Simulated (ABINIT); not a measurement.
PtSe2 (Sudovikovite):

```xyz
3
Lattice="3.7240 0.0000 0.0000 -1.8620 3.2251 0.0000 0.0000 0.0000 5.0620" Properties=species:S:1:pos:R:3 pbc="T T T"
Pt    0.0000    0.0000    0.0000
Se    1.8620    1.0750    3.7965
Se    0.0000    2.1501    1.2655
```

Base run:

```yaml
Program: ABINIT 10.8.3 (patched build)
Functional: PBE
Potentials_or_basis: PseudoDojo NC SR PBE v0.5 standard
Cutoff: 1061 eV
k_mesh: 6 × 6 × 4
Occupations: fermi-dirac, width 0.05 eV
Spin: no spin polarisation
```

Its results: band gap on the k mesh none (metal or under the smearing width); pressure 6.7 GPa; largest force 0.574 eV/Å.

Problem. The run is repeated on the same cell with these changes: potentials or basis from PseudoDojo NC SR PBE v0.5 standard to JTH PAW PBE v2.0; cutoff from 1061 eV to 408 eV; valence electrons from 50 to 22. What comes out?

Solution. Band gap on the k mesh none (metal or under the smearing width); pressure 7.9 GPa; largest force 0.677 eV/Å.

Not every run made on this cell is shown here.
